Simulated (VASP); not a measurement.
Set up this calculation in VASP 6.6.1, as the native input.

```
Task                   : single point
Functional             : PBE
Potentials or basis    : VASP PAW PBE potentials, release 64 (Te, Pt)
Cutoff                 : 520 eV
k mesh                 : 6 × 6 × 4
Occupations            : gaussian, width 0.1 eV
Spin                   : no spin polarisation
Dipole correction      : no
Further INCAR settings : ALGO = Normal; EDIFF = 1e-07; NBANDS = 18
```

The structure of Te2Pt lies in POSCAR:

```
Te2Pt
1.0
    4.0469660000      0.0000000000      0.0000000000
   -2.0234830000      3.5047750000      0.0000000000
    0.0000000000      0.0000000000      5.4784390000
Te Pt
2 1
Direct
    0.6666670000      0.3333330000      0.7508610000
    0.3333330000      0.6666670000      0.2491390000
    0.0000000000      0.0000000000      0.0000000000
```

The cell is a database's computed one.

One way to write it, as run:

INCAR

```
PREC = Accurate
ENCUT = 520
EDIFF = 1E-7
ISMEAR = 0
SIGMA = 0.1
LREAL = False
LASPH = True
NELM = 100
ALGO = Normal
ISIF = 2
LWAVE = False
LCHARG = False
GGA = PE
NBANDS = 18
```

KPOINTS

```
regular mesh
0
Gamma
  6 6 4
```

Potentials or basis: VASP PAW PBE potentials, release 64 (Te, Pt).

Run with:

```console
$ cat potpaw_PBE.64/Te/POTCAR potpaw_PBE.64/Pt/POTCAR > POTCAR
$ mpirun -np 1 vasp_std > vasp.out
```

It gave:

* Pressure: 1.6 GPa
* Largest force: 0.197 eV/Å
* Band gap on the k mesh: none (metal or under the smearing width)

It took 18 s on 1 thread of Intel(R) Xeon(R) 6975P-C (Granite Rapids) (shared host), peak memory 0.19 GiB.
